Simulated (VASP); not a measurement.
Crystal: CdSe.

```
Cd Se
1.0
     0.00000    3.07027    3.07027
     3.07027    0.00000    3.07027
     3.07027    3.07027    0.00000
Cd Se
1 1
Direct
  0.00000 0.00000 0.00000
  0.25000 0.25000 0.25000
```

The cell was built by a generator and needn't be a form met in nature.

```yaml
Program: VASP 6.6.1
Task: relaxation of cell and atoms
Functional: PBEsol
Potentials_or_basis: VASP PAW PBE potentials, release 64 (Cd, Se)
Cutoff: 600 eV
k_mesh: 10 × 10 × 10
Occupations: gaussian, width 0.02 eV
Spin: no spin polarisation
```

At the start: pressure -1.2 GPa; volume 28.94 Å³/atom.

Question: Where does the relaxation end?

Answer: Over 3 steps the energy falls by 2.5 meV/atom and the volume is 28.27 Å³/atom (-2.3 %); space group F-43m (No. 216, to 0.05 Å).

Step by step:
| step | energy change (eV) | largest force (eV/Å) | pressure (GPa) | volume (Å³) |
| --- | --- | --- | --- | --- |
| 1 | 0.0000 | 0.0000 | -1.16 | 57.88 |
| 2 | -0.0045 | 0.0000 | 0.35 | 56.15 |
| 3 | -0.0049 | 0.0000 | 0.03 | 56.54 |

Final structure:
```
Cd Se
1.0
     0.00000    3.04630    3.04630
     3.04630    0.00000    3.04630
     3.04630    3.04630    0.00000
Cd Se
1 1
Direct
  0.00000 0.00000 0.00000
  0.25000 0.25000 0.25000
```

Caveat: the PAW data sets were made with another functional, which shifts forces and pressure a little.
